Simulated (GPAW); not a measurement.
# ZnS (F-43m) in GPAW: a series of runs

The runs below take ZnS through band structure, equation of state, with C09-vdW, PBE.

Everything below comes from runs of GPAW 26.7.0. Logs are shortened: lines on timing, memory, paths and dates and some standing lists are left out, and cuts for length are marked. The log counts tension as positive stress, the text compression.

**Measured values to compare with.**

“Electronic, vibrational, and thermodynamic properties of ZnS (zincblende and rocksalt structure)”, 2009, arxiv:0911.5022 quotes, for a bulk crystal of ZnS at 19 K: band gap 3.85 eV (direct).

How close the calculation comes is told below.

## (1) The crystal as given

The structure is cubic, space group F-43m (No. 216). The conventional cell has a = 5.404 Å, b = 5.404 Å, c = 5.404 Å, α = 90.00°, β = 90.00°, γ = 90.00°. Around Zn (site symmetry -43m) lie 4 S at 2.34 Å. S (site symmetry -43m) has 4 Zn at 2.34 Å as nearest neighbours.

## (2) Band structure, C09-vdW

File run.py:

```python
from ase import Atoms
from ase.dft.bandgap import bandgap
from ase.io import write
from gpaw import GPAW, PW

atoms = Atoms(['Zn', 'S'],
              cell=[[0.0, 2.702, 2.702],
                    [2.702, 0.0, 2.702],
                    [2.702, 2.702, 0.0]],
              scaled_positions=[[0.75, 0.75, 0.75],
                                [0.0, 0.0, 0.0]],
              pbc=True)

calc = GPAW(mode=PW(600),
            xc={'name': 'C09-vdW', 'backend': 'libvdwxc'},
            kpts={'size': (7, 7, 7), 'gamma': True},
            occupations={'name': 'fermi-dirac', 'width': 0.05},
            nbands=18,
            convergence={'density': 1e-05, 'energy': 1e-05},
            maxiter=150,
            txt='gpaw.txt')
atoms.calc = calc
energy = atoms.get_potential_energy()
forces = atoms.get_forces()
calc.write('gs.gpw')
write('result.traj', atoms)
print(f'Energy: {energy:.6f} eV')
print('Forces (eV/A):')
print(forces.round(4))
print('Fermi level:', round(calc.get_fermi_level(), 4), 'eV')
print(f'Gap: {bandgap(calc)[0]:.4f} eV, direct: {bandgap(calc, direct=True)[0]:.4f} eV')

path = atoms.cell.bandpath('GXWKGLUWLK,UX', npoints=60, eps=1e-4)
bs_calc = calc.fixed_density(kpts=path, symmetry='off', nbands=28,
                             convergence={'bands': 'CBM+6.0', 'eigenstates': 1e-6}, txt='bands.txt')
bs = bs_calc.band_structure()
bs.write('bs.json')
print(f'Gap on the path: {bandgap(bs_calc)[0]:.4f} eV')
```

Potentials or basis: GPAW PAW data sets (gpaw-data 1.2.1), pw.

Run with:

```sh
OMP_NUM_THREADS=1 python run.py
```

gpaw.txt:

```text
__  _  _
 | _ |_)|_||  |
 |__||  | ||/\| - 26.7.0

Input parameters:
  mode=PW(ecut=600.0),
  convergence={'density': 1e-05, 'energy': 1e-05},
  kpts=MonkhorstPack(size=(7, 7, 7), gamma=True),
  maxiter=150,
  nbands=18,
  occupations=Occupations(name='fermi-dirac', width=0.05),
  xc=XC(name='C09-vdW', backend='libvdwxc')

Diagonalizing LCAO Hamiltonian
Converting LCAO to pw mode

                    Zn

       S

Atoms  # Å, Bohr magnetons
|   | symbol |        x |        y |        z |    initial magnetic moments |
|---|--------|----------|----------|----------|-----------------------------|
| 0 |     Zn | 4.053000 | 4.053000 | 4.053000 | ( 0.0000,  0.0000,  0.0000) |
| 1 |      S | 0.000000 | 0.000000 | 0.000000 | ( 0.0000,  0.0000,  0.0000) |

Unit cell  # Å
| periodic |        x |        y |        z |  lengths |    angles |
|----------|----------|----------|----------|----------|-----------|
|      yes | 0.000000 | 2.702000 | 2.702000 | 3.821205 | 60.000000 |
|      yes | 2.702000 | 0.000000 | 2.702000 | 3.821205 | 60.000000 |
|      yes | 2.702000 | 2.702000 | 0.000000 | 3.821205 | 60.000000 |

Number of symmetries: 24
Symmetry operations  # r_c * U_cc + t_c -> r_c
|    | kind |            matrix            |
|----|------|------------------------------|
|  0 |  E   |  1, 0, 0,  0, 1, 0,  0, 0, 1 |
|  1 |  σ   |  1, 0, 0,  0, 0, 1,  0, 1, 0 |
|  2 |  σ   |  1, 0,-1,  0, 1,-1,  0, 0,-1 |
|  3 |  C3  |  1, 0,-1,  0, 0,-1,  0, 1,-1 |
|  4 |  C3  |  1,-1, 0,  0,-1, 1,  0,-1, 0 |
|  5 |  σ   |  1,-1, 0,  0,-1, 0,  0,-1, 1 |
|  6 |  σ   |  0, 1, 0,  1, 0, 0,  0, 0, 1 |
|  7 |  C3  |  0, 1, 0,  0, 0, 1,  1, 0, 0 |
|  8 |  C2  |  0, 1,-1,  1, 0,-1,  0, 0,-1 |
|  9 |  S4  |  0, 1,-1,  0, 0,-1,  1, 0,-1 |
| 10 |  C3  |  0, 0, 1,  1, 0, 0,  0, 1, 0 |
| 11 |  σ   |  0, 0, 1,  0, 1, 0,  1, 0, 0 |
| 12 |  S4  |  0, 0,-1,  1, 0,-1,  0, 1,-1 |
| 13 |  C3  |  0, 0,-1,  0, 1,-1,  1, 0,-1 |
| 14 |  S4  |  0,-1, 1,  1,-1, 0,  0,-1, 0 |
| 15 |  C2  |  0,-1, 1,  0,-1, 0,  1,-1, 0 |
| 16 |  C3  |  0,-1, 0,  1,-1, 0,  0,-1, 1 |
| 17 |  S4  |  0,-1, 0,  0,-1, 1,  1,-1, 0 |
| 18 |  S4  | -1, 1, 0, -1, 0, 1, -1, 0, 0 |
| 19 |  C3  | -1, 1, 0, -1, 0, 0, -1, 0, 1 |
| 20 |  C3  | -1, 0, 1, -1, 1, 0, -1, 0, 0 |
| 21 |  S4  | -1, 0, 1, -1, 0, 0, -1, 1, 0 |
| 22 |  σ   | -1, 0, 0, -1, 1, 0, -1, 0, 1 |
| 23 |  C2  | -1, 0, 0, -1, 0, 1, -1, 1, 0 |

BZ-sampling:
  Number of BZ points: 343
  Number of IBZ points: 20

  Monkhorst-Pack size: [7, 7, 7]
  Monkhorst-Pack shift: [0, 0, 0]

K-points  # in reciprocal-cell coordinates
|     |                                coordinates |     weight |
|-----|--------------------------------------------|------------|
|   0 | (  0.00000000,   0.00000000,   0.00000000) | 0.00291545 |
|   1 | (  0.14285714,   0.14285714,   0.00000000) | 0.01749271 |
|   2 | (  0.14285714,   0.14285714,   0.14285714) | 0.02332362 |
|   3 | (  0.28571429,   0.14285714,   0.14285714) | 0.03498542 |
|   4 | (  0.28571429,   0.28571429,   0.00000000) | 0.01749271 |
|   5 | (  0.28571429,   0.28571429,   0.14285714) | 0.06997085 |
|   6 | (  0.28571429,   0.28571429,   0.28571429) | 0.02332362 |
|   7 | (  0.42857143,  -0.28571429,  -0.28571429) | 0.03498542 |
|   8 | (  0.42857143,   0.28571429,  -0.42857143) | 0.13994169 |
|   9 | (  0.42857143,   0.28571429,  -0.28571429) | 0.06997085 |
| ... |                                            |            |
|  19 | (  0.42857143,   0.42857143,   0.42857143) | 0.02332362 |

Plane wave coefficients: 1363
Cutoff: 600.0 eV

Spin-components: 1 (collinear spins)
Bands:           18
Projectors:      11
Spin-degeneracy: 2
Datatype:        complex128

Parallelization:
  kpt:    1
  domain: 1
  band:   1

Density:
  Valence electrons: 18.0
  Components: 1
  Grid points: [24 24 24]
  Charge: 0.0  # |e|

Potential:
  Grid points: [24 24 24]

species:
  Zn:
    name:    Zinc
    Z:       30.0
    valence: 12
    core:    18
    charge:  0.0  # [|e|]
    compensation charges:
      type: gauss
      rc: 0.37  # [Å]
      lmax: 2
    cutoffs:
      filter: 2.14  # [Å]
      core: 2.28  # [Å]
    projectors
    | kind |    occ | energy [eV] | rcut [Å] |
    |------|--------|-------------|----------|
    |   4s |  2.000 |      -5.977 |    1.286 |
    |   4p |  0.000 |      -1.117 |    1.270 |
    |   3d | 10.000 |     -10.142 |    1.180 |
    |    s |        |      21.234 |    1.286 |
    |    p |        |      26.095 |    1.270 |
    |    d |        |      17.070 |    1.180 |

    Using partial waves for Zn as LCAO basis

  S:
    name:    Sulfur
    Z:       16.0
    valence: 6
    core:    10
    charge:  0.0  # [|e|]
    compensation charges:
      type: gauss
      rc: 0.24  # [Å]
      lmax: 2
    cutoffs:
      filter: 1.77  # [Å]
      core: 1.66  # [Å]
    projectors
    | kind |    occ | energy [eV] | rcut [Å] |
    |------|--------|-------------|----------|
    |   3s |  2.000 |     -17.254 |    0.974 |
    |   3p |  4.000 |      -7.008 |    0.979 |
    |    s |        |       9.957 |    0.974 |
    |    p |        |      20.203 |    0.979 |
    |    d |        |       0.000 |    0.900 |

    Using partial waves for S as LCAO basis

Reference energy: -59718.946550  # eV

eigensolver:
  PPCG
  Converge bands: occupied
  niter=2

density mixing:
  MSR1-Mixer
  Pratt-step length: 0.05
  Maximum mixing coefficient: 0.75
  Old densities: 10
  SVD Regularization: 0.005
  Good broyden scale: 1.0
  Trust region scale: 1.0
  Backstep threshold: 4.0
  History deletion threshold: 6.0
  Fourier metric: weight=20.0, sigma=0.015

occupation numbers:
  Fermi-Dirac:
    width: 0.0500  # eV

poisson solver:
  ecut: 4800.0  # eV

xc functional:
  name: vdW-C09 with libvdwxc
  Mode: serial
  Semilocal: GGA_X_C09X+LDA_C_PW with 2 nearest neighbor stencil
  Corresponding non-local functional: vdW-DF
  Local blocksize: 48 x 48 x 48
  PAW datasets: PBE

convergence criteria:
- Maximum integral of absolute [dens]ity change: 1e-05 electrons / valence electron
- Maximum [total energy] change in last 3 cyles: 1e-05 eV / valence electron
- Maximum integral of absolute [eigenst]ate change: 4e-08 eV^2 / valence electron
maximum number of iterations: 150

SCF iterations
|iter     | |      energy | eigst |  dens |
|---------|-|-------------|-------|-------|
|iter:   1| |   27.226376 | -0.11 |       |
|iter:   2| |   27.301736 | -1.82 | -1.20 |
|iter:   3| |   27.552865 | -1.46 | -1.25 |
|iter:   4| |   27.552965 | -2.67 | -1.82 |
|iter:   5| |   27.551980 | -3.77 | -2.28 |
|iter:   6| |   27.552072 | -4.28 | -3.01 |
|iter:   7| |   27.552057c| -5.28 | -3.60 |
|iter:   8| |   27.552053c| -6.30 | -3.95 |
|iter:   9| |   27.552053c| -8.16c| -4.87 |
|iter:  10| |   27.552053c| -8.31c| -5.55c|

Converged in 10 steps
Energy contributions relative to reference atoms: (reference = -59718.946550)

Energy contributions:
  Kinetic:          12.177511
  Coulomb:         -10.406340
  Zero:             -0.000726
  External:          0.000000
  Xc:               25.781608
  Entropy:          -0.000000
  Spinorbit:         0.000000
  ----------------------------
  Free energy:      27.552053
  Extrapolated:     27.552053

dipole moment: (-14.574991, -14.574991, -14.574991)  # |e|*Ang

Fermi level: 4.621
Eigenvalues  # (at kpt = [0.000, 0.000, 0.000])
| band index |      eig [eV] | occ [0-2] |
|------------|---------------|-----------|
|          0 |        -9.413 |     2.000 |
|          1 |        -2.774 |     2.000 |
|          2 |        -2.774 |     2.000 |
|          3 |        -2.774 |     2.000 |
|          4 |        -2.299 |     2.000 |
|          5 |        -2.299 |     2.000 |
|          6 |         3.664 |     2.000 |
|          7 |         3.664 |     2.000 |
|          8 |         3.664 |     2.000 |
|          9 |         5.730 |     0.000 |
|         10 |        10.013 |     0.000 |
|         11 |        10.013 |     0.000 |
|         12 |        10.013 |     0.000 |
|         13 |        15.258 |     0.000 |
|         14 |        15.258 |     0.000 |
|         15 |        15.420 |     0.000 |
|         16 |        18.046 |     0.000 |
|         17 |        18.046 |     0.000 |

Gap: 2.066 eV
Transition (v -> c):
  (s=0, k=0, n=8, [0.00, 0.00, 0.00]) -> (s=0, k=0, n=9, [0.00, 0.00, 0.00])
No difference between direct/indirect transitions

Forces  # eV/Ang
|       x |        y |       z |
|---------|----------|---------|
| 0.00000 | -0.00000 | 0.00000 |  # Zn   0
| 0.00000 | -0.00000 | 0.00000 |  # S    1

# Writing to gs.gpw (mode='')
```

It took 27 s on 1 thread of Intel Xeon Platinum 8488C (Sapphire Rapids), shared host; peak memory 0.25 GiB.

Results:

- Free energy: 27.5521 eV
- Band gap on the k mesh: 2.07 eV, direct
- Band gap along the path: 2.07 eV, direct

Levels at the corners of the path, in eV from the valence-band top:
```tsv
point	band 6	band 7	band 8	band 9	band 10	band 11	band 12	band 13
Γ	-5.96	0.00	0.00	0.00	2.07	6.35	6.35	6.35
X	-5.74	-4.58	-2.22	-2.22	3.28	4.02	10.85	11.89
W	-5.56	-4.57	-2.76	-2.75	5.58	6.04	7.79	8.09
K	-5.61	-4.61	-3.14	-1.80	4.04	5.91	9.25	9.69
Γ	-5.96	0.00	0.00	0.00	2.07	6.35	6.35	6.35
L	-5.76	-5.30	-0.86	-0.86	3.27	6.84	6.84	8.73
U	-5.61	-4.61	-3.14	-1.80	4.04	5.91	9.25	9.69
W	-5.56	-4.57	-2.76	-2.75	5.58	6.04	7.79	8.09
L	-5.76	-5.30	-0.86	-0.86	3.27	6.84	6.84	8.73
K	-5.61	-4.61	-3.14	-1.80	4.04	5.91	9.25	9.69
U	-5.61	-4.61	-3.14	-1.80	4.04	5.91	9.25	9.69
X	-5.74	-4.58	-2.22	-2.22	3.28	4.02	10.85	11.89
```

Caveat: the PAW data sets were made with another functional, which shifts forces and pressure a little.

## (3) Equation of state, PBE

File run.py:

```python
from ase import Atoms
from ase.eos import EquationOfState
from ase.io import Trajectory
from ase.units import GPa
from gpaw import GPAW

atoms = Atoms(['Zn', 'S'],
              cell=[[0.0, 2.702, 2.702],
                    [2.702, 0.0, 2.702],
                    [2.702, 2.702, 0.0]],
              scaled_positions=[[0.75, 0.75, 0.75],
                                [0.0, 0.0, 0.0]],
              pbc=True)

traj = Trajectory('eos.traj', 'w')
volumes, energies = [], []
for x in [0.94, 0.96, 0.98, 1.0, 1.02, 1.04, 1.06]:
    a = atoms.copy()
    a.set_cell(atoms.cell * x**(1 / 3), scale_atoms=True)
    calc = GPAW(mode='lcao',
                h=0.18,
                basis='szp(dzp)',
                xc='PBE',
                kpts={'size': (7, 7, 7), 'gamma': True},
                occupations={'name': 'fermi-dirac', 'width': 0.05},
                convergence={'density': 1e-05, 'energy': 1e-05},
                maxiter=150,
                txt=f'eos-{x:.2f}.txt')
    a.calc = calc
    energies.append(a.get_potential_energy(force_consistent=True))
    volumes.append(a.get_volume())
    calc.write(f'eos-{x:.2f}.gpw')
    traj.write(a)
    print(f'{x:.2f} {volumes[-1]:10.4f} A^3 {energies[-1]:14.6f} eV', flush=True)

v0, e0, B = EquationOfState(volumes, energies, eos='birchmurnaghan').fit()
print(f'V0 = {v0:.4f} A^3, E0 = {e0:.6f} eV, B0 = {B / GPa:.2f} GPa')
```

Potentials or basis: GPAW PAW data sets (gpaw-data 1.2.1), lcao:szp(dzp).

Run with:

```sh
OMP_NUM_THREADS=1 python run.py
```

Run time: 2.3 min. Hardware: 1 thread of Intel Xeon Platinum 8488C (Sapphire Rapids), shared host; peak memory 0.24 GiB.

These settings aren't checked as converged: the numbers below hold their error.

Results:

| Quantity | Value |
| --- | --- |
| Equilibrium volume | 19.92 Å³/atom |
| Bulk modulus | 77 GPa |
| Pressure derivative of the bulk modulus | 3.1 (rough: it moves with the points fitted) |

Caveat: the real-space grid adds noise to forces; the basis of atomic orbitals isn't converged, which shifts pressures, moduli and gaps.

## (4) Comparison with measurements

Step 2. Measured gap of ZnS: 3.85 eV (direct; 19 K; quoted in “Electronic, vibrational, and thermodynamic properties of ZnS (zincblende and rocksalt structure)”, 2009, arxiv:0911.5022). This calculation gives 2.07 eV (-1.78 eV). The value is that of C09-vdW, without temperature or zero-point motion.
